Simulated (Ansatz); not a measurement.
## Symmetry broken, then relaxed in Si

All numbers below come from Ansatz, DFT r2SCAN, scalar-relativistic, plane waves, PAW. Cutoff 500 eV, Γ-centred 8×8×2 k-points, Gaussian smearing of 0.05 eV. No spin polarisation. Energies are free energies at this smearing, counted from the undisturbed cell; pressure is positive in compression.

The undisturbed cell (relaxed at this level; this form isn't the usual structure):

```
Si
1.0
     1.91550   -5.35883    0.00000
     1.91550    5.35883    0.00000
     0.00000    0.00000   12.68626
Si
12
Direct
  0.75732 0.24268 0.94508
  0.24268 0.75732 0.05492
  0.75732 0.24268 0.55492
  0.24268 0.75732 0.44508
  0.42869 0.57131 0.15727
  0.57131 0.42869 0.84273
  0.42869 0.57131 0.34273
  0.57131 0.42869 0.65727
  0.97132 0.02868 0.90942
  0.02868 0.97132 0.09058
  0.97132 0.02868 0.59058
  0.02868 0.97132 0.40942
```

The atoms are displaced (Å, in the unstrained cell):

| atom | ux | uy | uz |
| --- | --- | --- | --- |
| Si1 | -0.044 | 0.034 | -0.049 |
| Si2 | 0.053 | 0.179 | 0.042 |
| Si3 | -0.026 | -0.117 | 0.069 |
| Si4 | 0.018 | 0.126 | 0.069 |
| Si5 | -0.102 | -0.028 | -0.250 |
| Si6 | -0.059 | -0.149 | 0.039 |
| Si7 | 0.037 | -0.013 | 0.054 |
| Si8 | 0.138 | -0.003 | 0.104 |
| Si9 | -0.085 | -0.080 | 0.045 |
| Si10 | 0.239 | -0.134 | -0.063 |
| Si11 | -0.149 | 0.035 | -0.098 |
| Si12 | -0.020 | 0.151 | 0.038 |

The cell is strained by (-0.0174, 0.0075, -0.0013, 0.0087, -0.0159, 0.0146) (xx, yy, zz, yz, xz, xy; engineering shear). Cell and atoms are then relaxed.

Question: Does the relaxation return to the undisturbed structure?

Answer: Yes (up to a choice of domain or origin): same space group and volume, and an energy 0.0 meV/atom from it. The disturbance itself cost 276.3 meV/atom. The final space group reads Cmcm (tolerance 0.05 Å) and the volume changes by -0.01 %.

Final structure:

```xyz
12
Lattice="1.9153 -5.3590 -0.0002 1.9154 5.3590 0.0001 -0.0005 0.0004 12.6858" Properties=species:S:1:pos:R:3 pbc="T T T"
Si    1.9138   -2.7570   11.9889
Si    1.9144    2.7583    0.6969
Si    1.9159   -2.7581    7.0397
Si    1.9159    2.7578    5.6462
Si    1.9158    0.7645    1.9950
Si    1.9144   -0.7634   10.6906
Si    1.9147    0.7641    4.3477
Si    1.9156   -0.7644    8.3379
Si    1.9144   -5.0507   11.5365
Si    1.9158    5.0519    1.1491
Si    1.9155   -5.0519    7.4916
Si    1.9148    5.0515    5.1939
```

The relaxation, step by step (energy from the first step; small jumps at an unchanged geometry come where the plane waves are selected anew for the new cell):

```
step  ΔE (meV/atom) largest force component (eV/Å) pressure (GPa)
   1            0.0                           5.702            4.87
   2         -236.1                           1.454            1.23
   3         -275.3                           0.137           -0.15
   4         -276.3                           0.021           -0.01
   5         -276.3                           0.002            0.00
   6         -276.3                           0.002            0.00
```

Frames along the relaxation (Å, eV/Å):

```xyz
12
Lattice="1.843 -5.385 -0.039 1.921 5.413 0.008 -0.101 0.055 12.670" Properties=species:S:1:pos:R:3:forces:R:3 pbc="T T T" step=1
Si    1.724   -2.678   11.898    0.629   -2.198    1.468
Si    1.950    2.976    0.735   -1.009   -5.702   -1.456
Si    1.780   -2.851    7.072    0.802    3.133    0.038
Si    1.875    2.945    5.705   -0.666   -0.854   -0.491
Si    1.773    0.762    1.731    4.580    2.179    3.062
Si    1.733   -0.860   10.697   -0.159    2.378   -1.001
Si    1.889    0.790    4.384   -1.574    1.801   -2.016
Si    1.945   -0.722    8.411   -2.284   -0.835   -1.129
Si    1.669   -5.106   11.530    0.395    0.564   -0.728
Si    2.144    4.974    1.089   -4.210    3.048    0.517
Si    1.640   -5.009    7.349    2.150   -1.488    2.220
Si    1.859    5.278    5.232    1.345   -2.028   -0.485
12
Lattice="1.858 -5.373 -0.039 1.925 5.397 0.010 -0.096 0.057 12.682" Properties=species:S:1:pos:R:3:forces:R:3 pbc="T T T" step=2
Si    1.761   -2.711   11.922    0.262   -0.966    0.534
Si    1.930    2.837    0.691   -0.272   -1.188   -0.385
Si    1.815   -2.773    7.073    0.301    1.083   -0.193
Si    1.869    2.888    5.687   -0.293   -0.442   -0.339
Si    1.899    0.781    1.888    1.286    0.253    1.063
Si    1.744   -0.799   10.678   -0.040    1.029   -0.256
Si    1.872    0.831    4.324   -0.495    0.734   -0.440
Si    1.876   -0.731    8.363   -1.080   -0.165   -0.603
Si    1.701   -5.070   11.514    0.280    0.345   -0.358
Si    2.038    5.044    1.132   -1.454    0.681    0.307
Si    1.740   -5.022    7.420    1.124   -0.514    0.960
Si    1.876    5.211    5.225    0.381   -0.852   -0.292
12
Lattice="1.939 -5.359 0.019 1.911 5.350 -0.018 0.002 -0.044 12.659" Properties=species:S:1:pos:R:3:forces:R:3 pbc="T T T" step=3
Si    1.923   -2.789   11.989    0.014   -0.014   -0.052
Si    1.910    2.761    0.697   -0.003   -0.051   -0.004
Si    1.941   -2.790    7.011    0.012    0.022    0.096
Si    1.929    2.720    5.609   -0.023   -0.043    0.035
Si    1.932    0.754    1.986    0.011    0.055    0.045
Si    1.911   -0.799   10.676    0.030   -0.036   -0.054
Si    1.927    0.707    4.339   -0.013    0.137   -0.050
Si    1.933   -0.800    8.316   -0.002    0.012    0.068
Si    1.927   -5.081   11.525    0.006   -0.008    0.022
Si    1.918    5.054    1.124   -0.039    0.001   -0.011
Si    1.949   -5.074    7.512   -0.025   -0.008   -0.077
Si    1.911    5.016    5.174    0.032   -0.068   -0.016
12
Lattice="1.911 -5.359 -0.008 1.918 5.361 0.007 -0.003 0.017 12.690" Properties=species:S:1:pos:R:3:forces:R:3 pbc="T T T" step=4
Si    1.907   -2.741   11.989   -0.002    0.008    0.003
Si    1.914    2.762    0.700    0.005   -0.003   -0.007
Si    1.914   -2.750    7.040   -0.006   -0.002   -0.016
Si    1.916    2.767    5.651    0.003    0.002    0.010
Si    1.916    0.769    1.996   -0.002   -0.021    0.006
Si    1.909   -0.747   10.693    0.004    0.001    0.001
Si    1.911    0.775    4.350    0.007   -0.013   -0.001
Si    1.916   -0.757    8.340   -0.007    0.014   -0.001
Si    1.906   -5.034   11.533    0.004    0.005   -0.007
Si    1.919    5.055    1.155   -0.007    0.007    0.013
Si    1.912   -5.044    7.486    0.002   -0.014    0.004
Si    1.915    5.061    5.202   -0.002    0.016   -0.004
12
Lattice="1.915 -5.359 0.000 1.915 5.359 0.000 0.000 0.000 12.686" Properties=species:S:1:pos:R:3:forces:R:3 pbc="T T T" step=5
Si    1.914   -2.757   11.989    0.001    0.001    0.000
Si    1.914    2.758    0.697    0.001    0.000    0.000
Si    1.916   -2.758    7.040    0.000    0.000    0.000
Si    1.916    2.758    5.646   -0.001    0.000    0.000
Si    1.916    0.765    1.995   -0.001    0.001    0.000
Si    1.914   -0.763   10.691    0.000   -0.001    0.001
Si    1.915    0.764    4.348    0.000    0.002    0.001
Si    1.916   -0.764    8.338    0.000    0.000    0.000
Si    1.914   -5.051   11.536    0.001    0.000   -0.001
Si    1.916    5.052    1.149   -0.001    0.000    0.000
Si    1.916   -5.052    7.492   -0.001    0.001    0.000
Si    1.915    5.051    5.194    0.001   -0.002    0.000
12
Lattice="1.915 -5.359 0.000 1.915 5.359 0.000 0.000 0.000 12.686" Properties=species:S:1:pos:R:3:forces:R:3 pbc="T T T" step=6
Si    1.914   -2.757   11.989    0.001    0.000    0.000
Si    1.914    2.758    0.697    0.001    0.000    0.000
Si    1.916   -2.758    7.040    0.000    0.000    0.000
Si    1.916    2.758    5.646   -0.001    0.000    0.000
Si    1.916    0.765    1.995   -0.001    0.001    0.000
Si    1.914   -0.763   10.691    0.000   -0.001    0.001
Si    1.915    0.764    4.348    0.000    0.002    0.001
Si    1.916   -0.764    8.338    0.000   -0.001    0.000
Si    1.914   -5.051   11.536    0.001    0.000   -0.001
Si    1.916    5.052    1.149   -0.001    0.000    0.000
Si    1.916   -5.052    7.492   -0.001    0.001    0.000
Si    1.915    5.051    5.194    0.001   -0.002    0.000
```

Cost: 3 runs of about 12 core-minutes in all, on Intel Xeon Platinum 8488C (Sapphire Rapids) (shared hosts).